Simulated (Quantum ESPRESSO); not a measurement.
## SiO2 under changes of volume

One of the cells (8.044 Å³/atom); the others are scaled copies at fixed shape and fractional positions:

```
Si O
1.0
     4.23317    0.00000    0.00000
     0.00000    4.23317    0.00000
     0.00000    0.00000    2.69349
Si O
2 4
Direct
  0.00000 0.00000 0.00000
  0.50000 0.50000 0.50000
  0.80684 0.19316 0.50000
  0.30684 0.30684 0.00000
  0.19316 0.80684 0.50000
  0.69316 0.69316 0.00000
```

The cell comes from a database or a generator and needn't be the stable form of this composition.

```yaml
Program: Quantum ESPRESSO 7.5
Functional: PBEsol
Potentials_or_basis: GBRV 1.5 PBEsol
Cutoff: 612 eV
Density_cutoff: 4898 eV
k_mesh: 6 × 6 × 10
Occupations: fermi-dirac, width 0.05 eV
Spin: no spin polarisation
```

| volume (Å³/atom) | energy over the lowest point (meV/atom) | pressure (GPa) | gap on the mesh (eV) |
| --- | --- | --- | --- |
| 7.562 | 13.80 | 14.1 | 6.12 |
| 7.723 | 3.28 | 6.5 | 5.74 |
| 7.884 | 0.00 | -0.3 | 5.37 |
| 8.044 | 3.19 | -6.4 | 5.02 |
| 8.205 | 12.24 | -11.9 | 4.69 |
| 8.366 | 26.53 | -16.8 | 4.36 |
| 8.527 | ? | ? | ? |

Problem. What does the run at 8.527 Å³/atom give?

Solution. Energy over the lowest point 45.53 meV/atom; pressure -21.3 GPa; gap on the mesh 4.05 eV.

Worked out: A Birch-Murnaghan fit of order 3 (a polynomial in V^(-2/3)) to the other rows has its minimum at 7.88 Å³/atom with B0 = V·E''(V) = 317 GPa and B' = 4.3 at fixed shape and positions, which overstates the stiffness. It gives 45.55 meV/atom at 8.527 Å³/atom, against the run's 45.53, and -dE/dV = -21.1 GPa, against -21.3. A straight line through the other rows of the gap, of slope -17.4 eV per unit of ln V (its deformation potential), extrapolates to 4.02 eV, against the run's 4.05.

Energies are extrapolated to zero smearing.

A mesh can miss the band edges.
